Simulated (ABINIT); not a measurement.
W: single point with r2SCAN

The system is W.

```
W
1.0
    -1.58234    1.58234    1.58234
     1.58234   -1.58234    1.58234
     1.58234    1.58234   -1.58234
W
1
Direct
  0.00000 0.00000 0.00000
```

```yaml
Program: ABINIT 10.8.3 (patched build)
Task: single point
Functional: r2SCAN
Potentials_or_basis: JTH PAW PBE v2.0
Cutoff: 490 eV
k_mesh: 10 × 10 × 10
Occupations: fermi-dirac, width 0.05 eV
Spin: no spin polarisation
Fine-grid_cutoff: 979.61 eV
```

- Pressure: 2.3 GPa
- Band gap on the k mesh: none (metal or under the smearing width)
- Valence electrons inside the program's atomic spheres: W 11.74 (radii [1.2763] Å)

Levels at points of the mesh, in eV from the Fermi level:
| k point | band 4 | band 5 | band 6 | band 7 | band 8 | band 9 | band 10 | band 11 |
| --- | --- | --- | --- | --- | --- | --- | --- | --- |
| (0.00, 0.00, 0.00) | -39.20 | -10.30 | -1.47 | -1.47 | -1.47 | 2.36 | 2.36 | 15.34 |
| (0.50, 0.00, 0.00) | -39.21 | -6.73 | -3.93 | 0.38 | 2.20 | 3.25 | 6.14 | 11.45 |
| (0.50, 0.50, 0.50) | -40.16 | -6.20 | -6.20 | 5.13 | 5.13 | 5.13 | 8.42 | 8.42 |

It took 21 s on 1 thread of Arm Neoverse V2, on a shared host, peak memory 0.11 GiB.

Caveat: the PAW data sets were made with another functional, which shifts forces and pressure a little. Spin-orbit coupling is left out, which matters for the levels of W.
